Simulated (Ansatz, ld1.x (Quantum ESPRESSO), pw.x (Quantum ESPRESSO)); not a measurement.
## tungsten (sc): variants of one ultrasoft potential in the solid

ld1.x (Quantum ESPRESSO) 7.5 input, shortened:

```
&input
   title='W', zed=74., rel=1, dft='PBE', iswitch=3,
   config='[Xe] 4f14 5d4 6s2 6p0'
 /
 &inputp
   pseudotype=3, tm=.true., lloc=-1, rcloc=2.50,
   nlcc=.true., new_core_ps=.true., rcore=1.15,
   which_augfun='PSQ', rmatch_augfun_nc=.true.
 /
6
6S  1  0   2.00   0.00  2.35  2.60  0.0
6S  1  0   0.00   0.75  2.35  2.60  0.0
6P  2  1   0.00   0.00  2.80  3.25  0.0
6P  2  1   0.00   0.90  2.80  3.25  0.0
5D  3  2   4.00   0.00  1.85  2.20  0.0
5D  3  2   0.00   3.45  1.85  2.20  0.0
 &test
   configts(1)='5d4 6s2 6p0'
 /
```

Crystal test: sc W in pw.x 7.5, no spin, 12³ k-points, Fermi–Dirac smearing 0.01 Ry, cutoffs set for each file from its atomic test. The reference is all-electron LAPW (Ansatz 0.2.0) with the same functional, mesh and smearing; V0 and B0 come from Birch–Murnaghan fits to the pressures at five volumes. Errors are pseudo minus all-electron; Δ is the rms difference of the E(V) curves that follow from these fits, minima aligned, over ±6 % about the mean V0. Mesh and smearing are coarse, so the numbers serve the comparison and aren't converged zero-temperature values; the lattice is a test structure that the element need not adopt.

All-electron: a0 = 2.638 Å (V0 = 18.36 Å³/atom), B0 = 216.4 GPa.

Base: The largest radius (3.25 bohr) exceeds half the bond length (2.50 bohr), so the spheres overlap, which is one possible source of error among others. This is a poor potential for the solid.

2 further variants are left out: they gave no file fit for a test, a broken result, the same result as the base, or pressures whose basis-set error rivals the error shown.

| change | cutoffs (Ry) | pw.x | a0 (Å) | a0 error (%) | B0 error (%) | Δ (meV/atom) | mean pressure error (GPa) |
| --- | --- | --- | --- | --- | --- | --- | --- |
| base | 40/320 | converged | 2.659 | +0.81 | +5.0 | 22.3 | +5.61 |
| all radii but the core radius scaled by about 0.96 (s 2.50, p 3.14, d 2.12 bohr, rcut 2.26/2.70/1.78); local potential all-electron potential smoothed inside 2.42 bohr (lloc = -1) | 45/360 | converged | 2.640 | +0.09 | +0.9 | 2.3 | +0.54 |
| all radii but the core radius scaled by about 1.19 (s 3.10, p 3.88, d 2.62 bohr, rcut 2.80/3.34/2.22); local potential all-electron potential smoothed inside 2.98 bohr (lloc = -1) | 40/320 | converged | 2.679 | +1.54 | -4.5 | 39.6 | +10.09 |
| all radii but the core radius scaled by about 1.38 (s 3.60, p 4.50, d 3.04 bohr, rcut 3.24/3.88/2.56); local potential all-electron potential smoothed inside 3.46 bohr (lloc = -1) | 40/320 | failed (c_bands: too many bands are not converged) | – | – | – | – | – |
